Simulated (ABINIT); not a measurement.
Set up this calculation in ABINIT 10.8.3 (patched build), as the native input.

- Task: equation of state
- Functional: LDA-PZ
- Potentials or basis: JTH PAW LDA v2.0
- Cutoff: 544 eV
- k mesh: 10 × 10 × 10
- Occupations: fermi-dirac, width 0.05 eV
- Spin: no spin polarisation
- Fine-grid cutoff: 1088.46 eV

BP:

```
P B
1.0
     0.00000    2.26900    2.26900
     2.26900    0.00000    2.26900
     2.26900    2.26900    0.00000
P B
1 1
Direct
  0.75000 0.75000 0.75000
  0.00000 0.00000 0.00000
```

The input as run:

run.abi

```
# Datasets: one volume each
ndtset 7
getwfk -1
scalecart1 3*0.9795861087
scalecart2 3*0.9864848297
scalecart3 3*0.9932883884
scalecart4 3*1.0000000000
scalecart5 3*1.0066227096
scalecart6 3*1.0131594038
scalecart7 3*1.0196128224

# Pseudopotentials
pp_dirpath "./"
pseudos "P.LDA_PW-JTH.xml, B.LDA_PW-JTH.xml"

# Structure
acell 3.208850573 3.208850573 3.208850573 Angstrom
rprim
     0.0000000000     0.7071067812     0.7071067812
     0.7071067812     0.0000000000     0.7071067812
     0.7071067812     0.7071067812     0.0000000000
ntypat 2
znucl 15 5
natom 2
typat 1 2
xred
     0.7500000000     0.7500000000     0.7500000000
     0.0000000000     0.0000000000     0.0000000000

# Plane-wave basis
ecut 20.0
pawecutdg 40.0

# k points
kptopt 1
ngkpt 10 10 10
nshiftk 1
shiftk 0.0 0.0 0.0

# Exchange and correlation
ixc 2

# Bands and occupations
nband 8
occopt 3
tsmear 0.00183747

# SCF cycle
nstep 100
tolvrs 1.0e-9

# Output
iomode 3
prtwf 1
prtden 0
prteig 0
prtebands 0
```

Potentials or basis: JTH PAW LDA v2.0.

Launch:

```sh
$ abinit run.abi > log 2>&1
```

Results of the run:

```yaml
Equilibrium_volume: 11.34 Å³/atom
Bulk_modulus: 176 GPa
Pressure_derivative_of_the_bulk_modulus: 3.8
```

Caveat: pressures at fixed basis lie under the slope of the energies.

Run time: 44 s on 1 thread of Arm Neoverse V1, with other jobs on the host, peak memory 0.11 GiB.
